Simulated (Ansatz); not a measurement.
# HfO2: the cost of one run

Method: DFT PBE, scalar-relativistic, plane waves, PAW, in Ansatz 0.2.0.

## 1. Starting point

The structure is orthorhombic, space group Pca2_1 (No. 29). Conventional cell: a = 5.219 Å, b = 5.005 Å, c = 5.033 Å, α = 90.00°, β = 90.00°, γ = 90.00°. Hf (site symmetry 1) is surrounded by 7 O at 2.02 to 2.23 Å. O (site symmetry 1) is surrounded by 3 Hf at 2.02 to 2.13 Å. O (site symmetry 1) has 4 Hf at 2.11 to 2.23 Å in its first shell of neighbours.

As a file:

```xyz
48
Lattice="-5.2195 5.0048 5.0327 5.2195 -5.0048 5.0327 5.2195 5.0048 -5.0327" Properties=species:S:1:pos:R:3 pbc="T T T"
Hf    0.1723    1.3387    1.2151
Hf    0.1723    1.3387    6.2478
Hf    0.1723    6.3434    1.2151
Hf    5.3917    1.3387    1.2151
Hf    2.4375    1.3387   -1.3013
Hf    2.4375    1.3387    3.7314
Hf    2.4375    6.3434   -1.3013
Hf    7.6569    1.3387   -1.3013
Hf   -2.4375    3.6661    6.2478
Hf    2.7820   -1.3387    6.2478
Hf    2.7820    3.6661    1.2151
Hf    2.7820    3.6661    6.2478
Hf   -0.1723    3.6661    3.7314
Hf    5.0472   -1.3387    3.7314
Hf    5.0472    3.6661   -1.3012
Hf    5.0472    3.6661    3.7314
O     1.9201    0.3571    1.9087
O     1.9201    0.3571    6.9414
O     1.9201    5.3619    1.9087
O     7.1396    0.3571    1.9087
O    -4.5298    5.3619    4.4251
O     0.6896    0.3571    4.4251
O     0.6896    5.3619   -0.6076
O     0.6896    5.3619    4.4251
O    -1.3886    2.3028    2.4776
O    -1.3886    2.3028    7.5102
O    -1.3886    7.3075    2.4776
O     3.8308    2.3028    2.4776
O    -1.2211    2.3028    4.9939
O     3.9984   -2.7020    4.9939
O     3.9984    2.3028   -0.0388
O     3.9984    2.3028    4.9939
O     1.3886    2.7020   -0.0388
O     1.3886    2.7020    4.9939
O     1.3886    7.7068   -0.0388
O     6.6081    2.7020   -0.0388
O     1.2211    2.7020    2.4776
O     6.4405   -2.3028    2.4776
O     6.4405    2.7020   -2.5551
O     6.4405    2.7020    2.4776
O    -0.6896    4.6476    1.9087
O     4.5298   -0.3571    1.9087
O     4.5298    4.6476   -3.1240
O     4.5298    4.6476    1.9087
O    -1.9201    4.6476    4.4251
O     3.2994   -0.3571    4.4251
O     3.2994    4.6476   -0.6076
O     3.2994    4.6476    4.4251
```

The runs take a perfect supercell of 48 atoms; the defect goes to fractional position (0.225, 0.374, 0.220).

## 2. The perfect supercell

input.yaml reads:

```yaml
crystal:
  lattice:
    - [-5.219463, 5.004764, 5.032685]
    - [5.219463, -5.004764, 5.032685]
    - [5.219463, 5.004764, -5.032685]
  atoms:
    - { symbol: Hf, position: [0.25446, 0.137223, 0.150243] }
    - { symbol: Hf, position: [0.75446, 0.637223, 0.150243] }
    - { symbol: Hf, position: [0.75446, 0.137223, 0.650243] }
    - { symbol: Hf, position: [0.25446, 0.637223, 0.650243] }
    - { symbol: Hf, position: [0.00446, 0.104217, 0.367237] }
    - { symbol: Hf, position: [0.50446, 0.604217, 0.367237] }
    - { symbol: Hf, position: [0.50446, 0.104217, 0.867237] }
    - { symbol: Hf, position: [0.00446, 0.604217, 0.867237] }
    - { symbol: Hf, position: [0.986981, 0.387223, 0.132763] }
    - { symbol: Hf, position: [0.486981, 0.887223, 0.132763] }
    - { symbol: Hf, position: [0.486981, 0.387223, 0.632763] }
    - { symbol: Hf, position: [0.986981, 0.887223, 0.632763] }
    - { symbol: Hf, position: [0.736981, 0.354217, 0.349757] }
    - { symbol: Hf, position: [0.236981, 0.854217, 0.349757] }
    - { symbol: Hf, position: [0.236981, 0.354217, 0.849757] }
    - { symbol: Hf, position: [0.736981, 0.854217, 0.849757] }
    - { symbol: O, position: [0.225311, 0.37357, 0.219614] }
    - { symbol: O, position: [0.725311, 0.87357, 0.219614] }
    - { symbol: O, position: [0.725311, 0.37357, 0.719614] }
    - { symbol: O, position: [0.225311, 0.87357, 0.719614] }
    - { symbol: O, position: [0.975311, 0.005697, 0.101741] }
    - { symbol: O, position: [0.475311, 0.505697, 0.101741] }
    - { symbol: O, position: [0.475311, 0.005697, 0.601741] }
    - { symbol: O, position: [0.975311, 0.505697, 0.601741] }
    - { symbol: O, position: [0.476205, 0.11312, 0.097033] }
    - { symbol: O, position: [0.976205, 0.61312, 0.097033] }
    - { symbol: O, position: [0.976205, 0.11312, 0.597033] }
    - { symbol: O, position: [0.476205, 0.61312, 0.597033] }
    - { symbol: O, position: [0.726205, 0.379172, 0.113084] }
    - { symbol: O, position: [0.226205, 0.879172, 0.113084] }
    - { symbol: O, position: [0.226205, 0.379172, 0.613084] }
    - { symbol: O, position: [0.726205, 0.879172, 0.613084] }
    - { symbol: O, position: [0.266088, 0.129172, 0.402967] }
    - { symbol: O, position: [0.766088, 0.629172, 0.402967] }
    - { symbol: O, position: [0.766088, 0.129172, 0.902967] }
    - { symbol: O, position: [0.266088, 0.629172, 0.902967] }
    - { symbol: O, position: [0.516088, 0.36312, 0.386916] }
    - { symbol: O, position: [0.016088, 0.86312, 0.386916] }
    - { symbol: O, position: [0.016088, 0.36312, 0.886916] }
    - { symbol: O, position: [0.516088, 0.86312, 0.886916] }
    - { symbol: O, position: [0.653956, 0.12357, 0.398259] }
    - { symbol: O, position: [0.153956, 0.62357, 0.398259] }
    - { symbol: O, position: [0.153956, 0.12357, 0.898259] }
    - { symbol: O, position: [0.653956, 0.62357, 0.898259] }
    - { symbol: O, position: [0.903956, 0.255697, 0.280386] }
    - { symbol: O, position: [0.403956, 0.755697, 0.280386] }
    - { symbol: O, position: [0.403956, 0.255697, 0.780386] }
    - { symbol: O, position: [0.903956, 0.755697, 0.780386] }
basis:
  ecutwfc: 420
  fft_grid_basis: typed
kpoints:
  mp_grid: { grid: [2, 2, 2] }
hamiltonian:
  xc: pbe
  pseudopotentials: { kind: paw }
scf:
  occupations: { method: gaussian, width: 0.05 }
output:
  forces: true
  stress: false
  eigenvalues: true
  bader: false
  write_density: true
  volumetric_format: npy
```

Launch:

```console
$ ansatz run input.yaml --threads 4 --pin off --max-ram 10240MiB --backend cpu --events-out ev --progress --plain --runs-dir out
```

**Question.** How long does this run take on 4 threads of Arm Neoverse V2, shared host, and how much memory does it need?

About 18 s, with a peak of 3.6 GiB.
